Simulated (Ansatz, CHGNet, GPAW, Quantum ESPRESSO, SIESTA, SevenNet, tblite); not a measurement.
# Codes compared on Cu3Au-type CuAu3, size series (48 atoms)

Aim: run Cu3Au-type CuAu3, size series (48 atoms) in several programs and set results and cost side by side. A plane-wave run serves as the reference.

Method: Kohn-Sham DFT, PBE, SSSP efficiency 1.3.0 pseudopotentials, plane waves, in Quantum ESPRESSO 7.5.

In doubt: a PseudoDojo file used here is known to give poor structures and forces (SIESTA), which bears on pressures, cells, forces and phonons.

### 1. The structure

The cell holds 48 atoms: 12 Cu and 36 Au. Its edges and angles: a = 7.960 Å, b = 7.960 Å, c = 11.940 Å, α = 90.0°, β = 90.0°, γ = 90.0°. It derives from CuAu3 (Cu3Au-type), repeated 2×2×3. Cu3Au-type CuAu3 (cell 3.98, 3.98, 3.98, 90, 90, 90), 2 x 2 x 3 conventional cells; every coordinate displaced by a Gaussian of 0.08 Å. Then every atom was moved at random, 0.05 Å r.m.s. a Cartesian component.

### 2. The reference run

pw.in reads:

```
&control
  calculation = 'scf'
  pseudo_dir = './pseudo'
  outdir = './tmp'
  disk_io = 'none'
  tprnfor = .true.
  tstress = .true.
/
&system
  ibrav = 0
  nat = 48
  ntyp = 2
  ecutwfc = 60
  ecutrho = 480
  nosym = .true.
  occupations = 'smearing'
  smearing = 'fd'
  degauss = 0.003675
/
&electrons
  conv_thr = 2.4e-07
  electron_maxstep = 100
  mixing_beta = 0.2
  mixing_mode = 'local-TF'
  diagonalization = 'david'
/
ATOMIC_SPECIES
Cu 63.546 Cu.upf
Au 196.967 Au.upf
CELL_PARAMETERS angstrom
7.96000 0.00000 0.00000
0.00000 7.96000 0.00000
0.00000 0.00000 11.94000
ATOMIC_POSITIONS crystal
Cu 0.02112 0.00150 0.00849
Au 0.01713 0.26668 0.15585
Au 0.24612 0.01883 0.17378
Au 0.25677 0.25366 0.99985
Cu 0.98715 0.97805 0.32554
Au 0.00795 0.26147 0.50307
Au 0.29821 0.98550 0.50810
Au 0.24106 0.24375 0.33201
Cu 0.00804 0.00365 0.66858
Au 0.99063 0.22549 0.82755
Au 0.25251 0.01331 0.82834
Au 0.25617 0.23994 0.66675
[... 32 atom lines left out ...]
Cu 0.48686 0.47974 0.67573
Au 0.50884 0.72863 0.83286
Au 0.76955 0.49333 0.85360
Au 0.75012 0.74248 0.67403
K_POINTS gamma
```

On the command line:

```console
$ OMP_NUM_THREADS=1 mpirun -np 4 pw.x -in pw.in > output.txt
```

The log of the run:

```text
Program PWSCF
     gamma-point specific algorithms are used
     one sub-group per band group will be used
     scalapack distributed-memory algorithm (size of sub-group:  2*  2 procs)
     Parallelization info
     sticks:   dense  smooth     PW     G-vecs:    dense   smooth      PW
     Min        2162    1078    270               226654    80086   10010
     Max        2164    1080    272               226660    80096   10017
     Sum        8653    4317   1085               906633   320371   40059
     bravais-lattice index     =            0
     lattice parameter (alat)  =      15.0422  a.u.
     unit-cell volume          =    5105.3681 (a.u.)^3
     number of atoms/cell      =           48
     number of atomic types    =            2
     number of electrons       =       816.00
[... lines left out ...]
     scf convergence threshold =      2.4E-07
[... lines left out ...]
     number of k points=     1  Fermi-Dirac smearing, width (Ry)=  0.0037
[... lines left out ...]
     total energy              =  -12444.93000456 Ry
[... lines left out ...]
     total energy              =  -12444.91919459 Ry
[... lines left out ...]
     total energy              =  -12444.91213486 Ry
[... lines left out ...]
     total energy              =  -12444.91715041 Ry
[... lines left out ...]
     total energy              =  -12444.91715051 Ry
[... lines left out ...]
   -86.9658 -86.9568 -86.9547 -86.8895 -86.8808 -86.8799 -86.8767 -86.8738
   -86.8728 -86.8220 -86.8201 -86.8013 -86.7971 -86.7742 -86.7697 -86.7610
   -86.7599 -86.7587 -86.7510 -86.7317 -86.7272 -86.7055 -86.7015 -86.6829
[...]
27.6481  27.6592  27.7054  27.7610  27.8131  27.8686  28.1304  28.2024
    28.2904  28.3914  28.5165  28.6130  28.6497  28.7721  28.9531  29.0039
    29.0399  29.1033
     the Fermi energy is    18.7815 ev
!    total energy              =  -12444.91715053 Ry
     estimated scf accuracy    <       0.00000012 Ry
     smearing contrib. (-TS)   =      -0.02480806 Ry
     internal energy E=F+TS    =  -12444.89234246 Ry
     The total energy is F=E-TS. E is the sum of the following terms:
     one-electron contribution =   -3699.64672191 Ry
     hartree contribution      =    2362.43164944 Ry
     xc contribution           =   -1450.83712618 Ry
     ewald contribution        =   -8579.02231061 Ry
     one-center paw contrib.   =   -1077.81783320 Ry
     convergence has been achieved in  11 iterations
     Forces acting on atoms (cartesian axes, Ry/au):
     atom    1 type  1   force =    -0.01105890    0.01289346   -0.01571165
     atom    2 type  2   force =    -0.05858147    0.00706694    0.02242428
     atom    3 type  2   force =     0.01532109   -0.08126149   -0.01796211
[...]
atom   47 type  2   force =    -0.00657274   -0.01314440   -0.09846846
     atom   48 type  2   force =     0.01337957   -0.00969615   -0.02518836
     Total force =     0.489127     Total SCF correction =     0.002591
     Computing stress (Cartesian axis) and pressure
          total   stress  (Ry/bohr**3)                   (kbar)     P=      122.35
   0.00087778  -0.00003117  -0.00000923          129.13       -4.58       -1.36
  -0.00003117   0.00085437   0.00001649           -4.58      125.68        2.43
  -0.00000923   0.00001649   0.00076301           -1.36        2.43      112.24
     Message from routine punch:
     Nothing written, as per user request (disk_io='none')
```

Wall time 2.7 min (4 MPI ranks of Arm Neoverse V1, shared host); peak memory 2.7 GiB.

Banners, paths, timers and routine set-up lines are dropped from the logs unmarked, and long logs keep their key lines alone; longer cuts are marked.

Numbers from this run:

```
r.m.s. force component : 1.048 eV/Å
longest force          : 4.475 eV/Å
pressure               : 12.23 GPa
```

### 3. Local order

g(r), total and by pair (bins of 0.2 Å):

```tsv
r (Å)	total	Au-Au	Au-Cu	Cu-Cu
2.40	0.17	0.15	0.23	0.00
2.60	1.87	1.40	2.90	0.00
2.80	5.04	4.92	6.08	0.00
3.00	2.20	1.85	3.08	0.00
3.20	0.23	0.14	0.42	0.00
3.40	0.00	0.00	0.00	0.00
3.60	0.04	0.04	0.00	0.32
3.80	0.68	0.89	0.00	2.88
4.00	1.21	1.72	0.00	3.92
4.20	0.39	0.46	0.00	2.17
4.40	0.08	0.12	0.00	0.22
4.60	0.69	0.58	0.97	0.00
4.80	3.04	2.69	4.08	0.00
5.00	2.29	2.06	3.03	0.00
5.20	0.32	0.33	0.37	0.00
5.40	0.36	0.49	0.00	1.42
5.60	1.29	1.71	0.00	5.33
5.80	0.62	0.81	0.00	2.63
6.00	0.33	0.26	0.48	0.12
6.20	1.65	1.65	1.94	0.00
6.40	1.63	1.35	2.33	0.00
6.60	0.34	0.35	0.33	0.38
6.80	0.43	0.59	0.00	1.62
7.00	0.52	0.62	0.10	2.13
7.20	0.81	0.78	0.97	0.08
7.40	2.83	2.50	3.78	0.00
7.60	1.63	1.47	2.14	0.00
7.80	0.24	0.21	0.25	0.34
```

### 4. The other programs

The programs:
- CHGNet: machine-learned potential, published weights.
- GPAW 26.7.0: PAW with atomic orbitals (LCAO), plane waves or a real-space grid of spacing h.
- Quantum ESPRESSO 7.5: plane waves; labels (QE) give functional, pseudopotential set and cutoffs of waves/density.
- SIESTA 5.4.2: numerical atomic orbitals, whose automatically made sets are far from complete, with PseudoDojo norm-conserving potentials that we converted to its format (checked against plane waves on the same files for H, C, O, Si, Ge and Ca alone); labels give functional, basis size, energy shift and mesh cutoff.
- SevenNet: machine-learned potential, published weights.

All use the same cell and atoms; the electronic-structure runs use the same k-mesh, and an electronic temperature of 580 K (0.05 eV) where levels are smeared.

Differences are against the plane-wave reference, forces as r.m.s. over components; share is that over the reference's r.m.s. force, slope the least-squares factor from reference forces to these. Total energies of different programs have different zeros and aren't compared.

```tsv
run	Δ force, r.m.s. (meV/Å)	share (%)	slope	Δ pressure (GPa)	cores	CPU time	memory (GiB)
reference	-	-	-	-	4	11 min	2.7
CHGNet 0.3.0 potential	204	19.4	0.832	3.25	1	3.9 s	0.99
CHGNet r2SCAN potential	485	46.3	0.546	-2.94	1	4.8 s	0.99
GPAW PBE, LCAO dzp, h 0.2 Å	224	21.3	1.202	-	1	2.8 min	1.1
GPAW PBE, LCAO dzp, h 0.2 Å, other mixer settings	224	21.4	1.203	-	1	2.8 min	1.1
GPAW PBE, LCAO sz(dzp), h 0.2 Å (coarse)	299	28.5	1.207	-	1	47 s	0.98
GPAW revPBE, LCAO dzp, h 0.2 Å	241	23.0	1.219	-	1	2.8 min	1.1
QE PBE, sssp-1.3.0-efficiency, 20/160 Ry (coarse)	530	50.6	1.307	-734	2	3.3 min	0.56
SIESTA PBE, DZP, shift 0.01 Ry, mesh 200 Ry	197	18.8	1.182	-0.869	2	1.8 min	0.67
SIESTA PBE, DZP, shift 0.01 Ry, mesh 500 Ry	198	18.9	1.183	-0.907	2	4.7 min	1.3
SIESTA PBE, SZP, shift 0.01 Ry, mesh 500 Ry (coarse)	125	11.9	1.106	-10.1	2	3.8 min	1.2
SIESTA PBE, TZP, shift 0.01 Ry, mesh 500 Ry	168	16.0	1.152	-2.03	4	6.7 min	1.9
SevenNet 0 potential	135	12.9	0.961	2.66	1	8.1 s	0.73
```

Rows marked coarse were listed beforehand as settings not expected to be converged; some can still land near the reference.

Times of the machine-learned potentials are mostly Python's start and the loading of weights.

CPU time is summed over cores on a shared host, where runs went side by side, so it is rough. Symmetry, cutoffs, thresholds, outputs and thread counts weren't matched or tuned between programs; memory under MPI is the largest rank's times the ranks.

Mean charges by element (e), by run and scheme:

```tsv
run	scheme	Cu	Au
SIESTA PBE, DZP, shift 0.01 Ry, mesh 200 Ry	Hirshfeld	+0.09	-0.03
SIESTA PBE, DZP, shift 0.01 Ry, mesh 500 Ry	Hirshfeld	+0.09	-0.03
SIESTA PBE, TZP, shift 0.01 Ry, mesh 500 Ry	Hirshfeld	+0.09	-0.03
```

Within one program, basis, potentials and functional, energies share a zero. Each run against its twin at the usual cutoff or grid and solver:

```tsv
run	twin	Δ energy (meV/atom)	Δ force, r.m.s. (meV/Å)	CPU time over the twin's
GPAW PBE, LCAO dzp, h 0.2 Å, other mixer settings	LCAO dzp, h 0.2 Å	-9.0e-4	3.65	1.0
QE PBE, sssp-1.3.0-efficiency, 20/160 Ry	sssp-1.3.0-efficiency, 60/480 Ry	21441	530	0.30 (this twin ran on 4 cores)
SIESTA PBE, DZP, shift 0.01 Ry, mesh 200 Ry	DZP, shift 0.01 Ry, mesh 500 Ry	-2.10	7.59	0.38
```

### 5. Results

* reference r.m.s. force component: 1.05 eV/Å
* nearest in forces: SIESTA PBE, SZP, shift 0.01 Ry, mesh 500 Ry (coarse), 12 %
* farthest in forces: QE PBE, sssp-1.3.0-efficiency, 20/160 Ry (coarse), 51 %
* cheapest electronic-structure run beside the reference: GPAW PBE, LCAO sz(dzp), h 0.2 Å, 47 s of CPU time

The PBE runs in local orbitals, coarse settings apart, differ by 16 % (SIESTA PBE, TZP, shift 0.01 Ry, mesh 500 Ry) to 21 % (GPAW PBE, LCAO dzp, h 0.2 Å, other mixer settings); basis, grid and potentials can all enter. Machine-learned potentials differ by 13 % (SevenNet 0 potential) to 46 % (CHGNet r2SCAN potential); they were trained on other programs' data, some at another functional. Among those trained on PBE data the slope goes as low as 0.83, which softening far from their training structures can give, though the reference's k-sampling is untested too. Rows with another functional or a dispersion term differ by 23 % (GPAW revPBE, LCAO dzp, h 0.2 Å), which mixes the change of model with differences of basis and potentials. Runs with settings chosen to be coarse differ by 12 % (SIESTA PBE, SZP, shift 0.01 Ry, mesh 500 Ry) to 51 % (QE PBE, sssp-1.3.0-efficiency, 20/160 Ry), their programs' other errors included. Of the electronic-structure runs that take under half the reference's CPU time, SIESTA PBE, SZP, shift 0.01 Ry, mesh 500 Ry comes nearest, at 12 % in 3.8 min against 11 min; its pressure misses by -10.1 GPa. SIESTA PBE, SZP, shift 0.01 Ry, mesh 500 Ry lies nearer than a larger basis of the same program, likely by a cancellation of errors. GPAW PBE, LCAO sz(dzp), h 0.2 Å stiffens the forces by a factor of 1.21 while following their directions (correlation 0.987); the slopes of the 4 GPAW runs lie between 1.20 and 1.22. In pressure, QE PBE, sssp-1.3.0-efficiency, 20/160 Ry misses by -734.4 GPa, at the same functional; a cutoff this low leaves a large Pulay stress. The mean charges agree among these rows within 0.01 e. In the reference: levels near the Fermi energy are neither full nor empty under the smearing, so no gap is quoted. The potentials hold different valence shells: 816 electrons in the reference, 528 in GPAW and 912 in SIESTA; this bears on time and differences. The reference's pressure holds the uncorrected Pulay stress of its 60 Ry basis, so small pressure differences, and their order, may be the reference's own error. A potential file of the SIESTA runs is in doubt, which bears on their forces and pressure. Machine-learned potentials mimic data converged in k, so the reference's own k-point error enters their differences. The reference's pressure of 12 GPa belongs to a cell and atoms that aren't relaxed at this level. The electronic-structure runs sample only Γ, in a cell whose shortest periodic width is 8 Å, which is coarse for a cell with partly filled levels. Spin–orbit coupling is left out, which matters for the levels of the heavy elements.

[Also dropped from logs without a mark: logging warnings of Python, and SIESTA's first energy breakdown and zero terms.]

[Logs are printed without paths, hosts, clocks, repeated set-up lines and the standing remarks that a program may print on its own settings, such as how far it seeks lower states.]

[Hosts, paths, dates, database ids (printed as entryN), source tags and the programs' standing remarks are cut or masked in the printed files.]
